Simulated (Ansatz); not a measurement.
(001) slab cut from the bulk of Ti, P6_3/mmc (No. 194); the slab's formula is Ti:

```
Ti
1.0
     2.90044    0.00000    0.00000
    -1.45022    2.51185    0.00000
     0.00000    0.00000   28.77297
Ti
7
Direct
  0.66667 0.33333 0.26066
  0.33333 0.66667 0.34044
  0.66667 0.33333 0.42022
  0.33333 0.66667 0.50000
  0.66667 0.33333 0.57978
  0.33333 0.66667 0.65956
  0.66667 0.33333 0.73934
```

Method: DFT PBEsol, scalar-relativistic, plane waves, PAW (Ansatz). Cutoff 420 eV; k points 12×12×1 on the computed 7-atom cell (Γ-centred); Gaussian smearing, width 0.10 eV; no spin polarisation. The cell repeats along c with a dipole correction in the vacuum.

Q: What forces act on the atoms?

A:
| atom | Fx (eV/Å) | Fy (eV/Å) | Fz (eV/Å) |
| --- | --- | --- | --- |
| Ti1 | 0.000 | 0.000 | 0.558 |
| Ti2 | 0.000 | 0.000 | -0.660 |
| Ti3 | 0.000 | 0.000 | 0.096 |
| Ti4 | 0.000 | 0.000 | 0.000 |
| Ti5 | 0.000 | 0.000 | -0.096 |
| Ti6 | 0.000 | 0.000 | 0.660 |
| Ti7 | 0.000 | 0.000 | -0.558 |

Cost: 1 run of about 0.66 core-minutes, on Arm Neoverse V1 (shared hosts).